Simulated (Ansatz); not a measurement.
**H: what symmetry allows forces and stress to be**

```
CELL_PARAMETERS angstrom
-1.76112 1.74238 2.10174
1.75301 -1.74238 2.09508
1.76112 1.74238 -2.10174
ATOMIC_POSITIONS crystal
H 0.90330 0.85969 0.95639
H 0.09670 0.14031 0.04361
```

Computed with DFT PBEsol, scalar-relativistic, plane waves, PAW in Ansatz.

Settings: cutoff 420 eV, Γ-centred mesh 10×10×10 on the computed 2-atom cell, Gaussian smearing of 0.02 eV; no spin polarisation.

This distorted cell has space group C2/m, with 4 operations.

Problem. Without a calculation: in which directions can each atom feel a force?

Solution. A force must be left unchanged by every operation that keeps its atom in place, so it lies in the space that those operations leave fixed. Atoms that the group maps onto each other feel forces of one size.
| atom | site symmetry | operations at the site | equivalent to atom | allowed force (Cartesian) |
| --- | --- | --- | --- | --- |
| H1 | m | 2 | 1 | in the plane normal to (0.00, 1.00, 0.00) |
| H2 | m | 2 | 1 | in the plane normal to (0.00, 1.00, 0.00) |

That leaves 2 independent force components of 6. A relaxation in this cell that keeps the symmetry moves the atoms in these directions alone.

Problem. And the stress tensor?

Solution. It must be invariant under the point group, which leaves 4 independent components: yz, xy vanish.

Problem. Do the computed values obey this?

Solution. Yes. Forces (eV/Å):
```
H1   0.910  0.000  2.391
H2  -0.910  0.000 -2.391
```

Stress (GPa, compression positive, xx yy zz yz xz xy): -1.77 0.05 -12.03 0.00 -4.66 0.00. The program imposes the same operations on density, forces and stress, so this confirms the analysis and is no independent test of the calculation.

The cell holds molecules, and where no dispersion correction was added their binding is poorly described.